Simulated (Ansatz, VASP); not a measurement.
Au in VASP and in Ansatz

```
Au
1.0
     0.00000    2.04397    2.04397
     2.04397    0.00000    2.04397
     2.04397    2.04397    0.00000
Au
1
Direct
  0.00000 0.00000 0.00000
```

Alike in both runs: task relaxation of cell and atoms; functional PBEsol; k mesh 18 × 18 × 18; occupations gaussian, width 0.1 eV; no spin polarisation.

```csv
,VASP,Ansatz
version,VASP 6.6.1,Ansatz 0.2.0
potentials or method,"VASP PAW PBE potentials, release 64 (Au)","scalar-relativistic, plane waves, PAW"
plane-wave cutoff (eV),600,420
valence electrons in the cell,11,19
```

|  | VASP | Ansatz | Ansatz less VASP |
| --- | --- | --- | --- |
| gap on the k mesh at the Fermi level, each at its own relaxed structure (eV) | none | none | - |
| relaxed volume (Å³/atom) | 17.01 | 17.03 | +0.020 |
| relaxed cell length with the largest relative difference (Å) | 2.887 | 2.888 | +0.0011 |

A gap of «none» marks a metal or a gap that the smearing closes. The two sets of potentials don't hold the same shells in valence.

Caveats: the PAW data sets were made with another functional, which shifts forces and pressure a little (VASP). Spin-orbit coupling is left out, which matters for the levels of Au.
